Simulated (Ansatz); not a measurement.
Input for Ansatz (plane-wave DFT, PAW):

```yaml
crystal:
  lattice:
    - [0.0, 3.1443074845, 3.1443074845]
    - [3.1443074845, 0.0, 3.1443074845]
    - [3.1443074845, 3.1443074845, 0.0]
  atoms:
    - { symbol: Pb, position: [0.0, 0.0, 0.0] }
    - { symbol: Se, position: [0.5, 0.5, 0.5] }
basis:
  ecutwfc: 420
kpoints:
  mp_grid: { grid: [10, 10, 10] }
hamiltonian:
  xc: pbe
scf:
  occupations: { method: gaussian, width: 0.05 }
output:
  forces: true
  stress: true
  eigenvalues: true
  populations: true
```

Command:
```bash
ansatz run input.yaml --threads 1 --pin off --max-ram 1331MiB --backend cpu --events-out ev --progress --plain --runs-dir out
```

Theory: DFT PBE, scalar-relativistic, plane waves, PAW (Ansatz).

Part of what the program printed, abridged (final results; tables in files aren't shown):

```
SCF 1 converged in 6 iterations: F = -17376.612601 eV  dr2 = 4.45e-9
SCF converged after 6 iterations
Free energy (F): -17376.612601 eV
Harris-Foulkes:  -17376.612601 eV  (|F-HF|=5.25e-9)
Internal energy: -17376.612601 eV  (E = F + TS)
E sigma→0 (E₀):  -17376.612601 eV
Fermi energy:    7.978158 eV
--- Per-component energies (eV) ---
  E_band       = -455.197052
  E_kinetic    = 403.994755
  E_local      = -3656.156701  (includes V_loc(G=0)·N_el)
  E_nonlocal   = -245.906071
  E_hartree    = 1692.507592
  E_xc         = -324.815913
  E_vxc        = -230.163516  (∫ρ·V_xc dr)
  E_paw        = -12314.658111  (= ΣΔE_a)
  E_vpaw       = -111.984193  (= ΣTr[D̂ρ^β])
  E_aug_tail   = -0.000415  (compensation charges beyond the density's cutoff)
  E_ewald      = -2931.577737
  E_smearing   =  0.000000  (= −TS)
--- Forces (eV/Å), atoms counted from 1 ---
  atom   1  Pb     0.00000000     0.00000000     0.00000000
  atom   2  Se     0.00000000     0.00000000     0.00000000
--- Stress (GPa, compression-positive) ---
       -1.468331       0.000000       0.000000
        0.000000      -1.468331       0.000000
        0.000000       0.000000      -1.468331
  P = ⅓ Tr σ = -1.4683 GPa (-14.683 kbar)
--- Band table (eV; the first three rows and the last of 47) ---
  k-point 0: bands = ["-39.1474", "-39.1474", "-39.1456", "-39.1456", "-39.1456", "-8.9700", "-8.9700", "-8.9700", "-8.9627", "-8.9627", "-5.1838", "1.3450", "6.2361", "6.2361", "6.2361", "12.2908", "12.2908", "12.2908", "14.4510"]
  k-point 1: bands = ["-39.1474", "-39.1474", "-39.1456", "-39.1456", "-39.1456", "-8.9697", "-8.9689", "-8.9689", "-8.9632", "-8.9632", "-5.1184", "1.1522", "6.2591", "6.2591", "6.3656", "11.6141", "11.8974", "11.8974", "14.2989"]
  k-point 2: bands = ["-39.1474", "-39.1474", "-39.1456", "-39.1456", "-39.1456", "-8.9705", "-8.9705", "-8.9688", "-8.9598", "-8.9598", "-4.9335", "0.6665", "6.3274", "6.3274", "6.6766", "10.4785", "11.1128", "11.1128", "14.2661"]
  k-point 46: bands = ["-39.1474", "-39.1473", "-39.1456", "-39.1456", "-39.1455", "-9.0232", "-8.9676", "-8.9605", "-8.9538", "-8.9378", "-4.0105", "0.0660", "3.8876", "4.3631", "6.8033", "10.1110", "12.3932", "12.8817", "14.5750"]
--- Löwdin populations: 2 sites ---
  site symbol q [e]
     0     Pb     13.5261
     1     Se     16.4261
  spilling = 0.001593 (of n_electrons = 30.000000)
```

Self-consistency was reached.

Spin–orbit coupling is left out, which can shift energies with elements as heavy as these.